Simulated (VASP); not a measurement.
Output of a VASP run:

**OSZICAR**
```
       N       E                     dE             d eps       ncg     rms          rms(c)
DAV:   1     0.463221131699E+02    0.46322E+02   -0.70437E+03   580   0.147E+03
DAV:   2    -0.105186668197E+02   -0.56841E+02   -0.54641E+02   656   0.263E+02
DAV:   3    -0.159789942205E+02   -0.54603E+01   -0.54387E+01  1062   0.667E+01
DAV:   4    -0.160244081875E+02   -0.45414E-01   -0.45372E-01   786   0.782E+00
DAV:   5    -0.160247615538E+02   -0.35337E-03   -0.35333E-03   836   0.471E-01    0.764E+00
DAV:   6    -0.142103174004E+02    0.18144E+01   -0.91135E+00   580   0.202E+01    0.265E+00
DAV:   7    -0.141979411200E+02    0.12376E-01   -0.16603E-01   670   0.385E+00    0.151E+00
DAV:   8    -0.142023177127E+02   -0.43766E-02   -0.57449E-02   692   0.298E+00    0.348E-01
DAV:   9    -0.142012219547E+02    0.10958E-02   -0.85481E-03   738   0.837E-01    0.107E-01
DAV:  10    -0.142015763771E+02   -0.35442E-03   -0.92303E-04   630   0.267E-01    0.371E-02
DAV:  11    -0.142015683873E+02    0.79899E-05   -0.31704E-05   750   0.770E-02    0.935E-03
DAV:  12    -0.142015699420E+02   -0.15547E-05   -0.38591E-06   698   0.200E-02    0.221E-03
DAV:  13    -0.142015699309E+02    0.11096E-07   -0.45480E-07   742   0.807E-03
   1 F= -.12194319E+02 E0= -.12194319E+02  d E =-.121943E+02
```

OUTCAR:
```
------------------------ aborting loop because EDIFF is reached ----------------------------------------
  FORCE on cell =-STRESS in cart. coord.  units (eV):
  Direction    XX          YY          ZZ          XY          YZ          ZX
  --------------------------------------------------------------------------------------
  Total        2.0175064      2.0175064      2.0175064      0.0000000      0.0000000     -0.0000000
  in kB      150.7663972    150.7663972    150.7663972      0.0000000      0.0000000     -0.0000000
  external PRESSURE =       0.7663972 kB  Pullay stress =     150.0000000 kB
  volume of cell :       21.44
      direct lattice vectors                 reciprocal lattice vectors
     0.000000000  2.204941055  2.204941055    -0.226763432  0.226763432  0.226763432
     2.204941055  0.000000000  2.204941055     0.226763432 -0.226763432  0.226763432
     2.204941055  2.204941055  0.000000000     0.226763432  0.226763432 -0.226763432
 POSITION                                       TOTAL-FORCE (eV/Angst)
 -----------------------------------------------------------------------------------
      1.10247      1.10247      1.10247         0.000000      0.000000      0.000000
      3.30741      3.30741      3.30741        -0.000000     -0.000000     -0.000000
      0.00000      0.00000      0.00000        -0.000000     -0.000000     -0.000000
 -----------------------------------------------------------------------------------
    total drift:                                0.000000      0.000000      0.000000
  FREE ENERGIE OF THE ION-ELECTRON SYSTEM (eV)
  ---------------------------------------------------
  free  energy   TOTEN  =       -14.2015699309 eV

  energy  without entropy=      -14.2015699309  energy(sigma->0) =      -14.20156993
  enthalpy is  TOTEN    =       -12.1943192035 eV   P V=        2.0072507274

 reached required accuracy - stopping structural energy minimisation
```
(Selected blocks of OUTCAR.)

File POSCAR:
```
Li2O
1
    0.0000000000     2.2049410549     2.2049410549
    2.2049410549     0.0000000000     2.2049410549
    2.2049410549     2.2049410549    -0.0000000000
Li O
2 1
Direct
  0.2500000000   0.2500000000   0.2500000000
  0.7500000000   0.7500000000   0.7500000000
  0.0000000000   0.0000000000   0.0000000000
```

Reconstruct the remaining input files.

This is not unique; one that fits is the input of the run itself, PBE GGA, plane waves, VASP's PBE PAW potentials (set 64).

**KPOINTS**
```
Automatic mesh
0
Gamma
8 8 8
0 0 0
```

INCAR:
```
ALGO = Normal
EDIFF = 1E-7
EDIFFG = -0.01
ENCUT = 600
GGA = PE
IBRION = 2
ISIF = 3
ISMEAR = 0
LASPH = .True.
LCHARG = .False.
LREAL = .False.
LWAVE = .False.
NELM = 100
NSW = 40
PREC = Accurate
PSTRESS = 150
SIGMA = 0.05
SYSTEM = Li2O
```

POTCAR, in this order: Li_sv O (PBE.64 set). Program: vasp_std.

The compound is Li2O in the antifluorite structure. It was relaxed first under an external pressure of 15 GPa.
